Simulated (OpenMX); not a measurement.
**Sb under changes of volume**

One of the cells (30.206 Å³/atom); the others are scaled copies at fixed shape and fractional positions:

```
Sb
1.0
     2.15420    1.24373    3.75800
    -2.15420    1.24373    3.75800
     0.00000   -2.48746    3.75800
Sb
2
Cartesian
  0.0000 0.0000 8.6416
  0.0000 0.0000 2.6324
```

- Program: OpenMX 3.8.5
- Functional: PBE
- Potentials or basis: OpenMX 2013 PBE set, Sb7.0-s3p2d1, fixed grid of 48 × 48 × 48 points
- k mesh: 9 × 9 × 9
- Occupations: fermi-dirac, width 0.05 eV
- Spin: no spin polarisation

```tsv
volume (Å³/atom)	energy over the lowest point (meV/atom)	gap on the mesh (eV)	largest force (eV/Å)
28.393	?	?	?
28.998	109.54	0.20	0.759
29.602	76.74	0.24	0.630
30.206	49.89	0.28	0.543
30.810	28.41	0.31	0.421
31.414	12.02	0.33	0.313
32.018	0.00	0.33	0.239
```

**Question.** What does the run at 28.393 Å³/atom give?

**Answer.** Energy over the lowest point 149.05 meV/atom; gap on the mesh 0.15 eV; largest force 0.909 eV/Å.

Worked out: A Birch-Murnaghan fit of order 3 (a polynomial in V^(-2/3)) to the other rows has no minimum within the range. It gives 148.99 meV/atom at 28.393 Å³/atom, against the run's 149.05. A parabola through the other rows of the gap, of slope 3.07 eV per unit of ln V there, extrapolates to 0.14 eV, against the run's 0.15.

Energies are extrapolated to zero smearing.

Caveats: the basis has few d functions beyond the semicore shells, which can make volumes several per cent too large; spin-orbit coupling is left out, which moves the levels of the heavy elements; an odd mesh through Γ misses points on the zone boundary, where band edges often lie; the basis of atomic orbitals isn't converged, which shifts pressures, moduli and gaps.
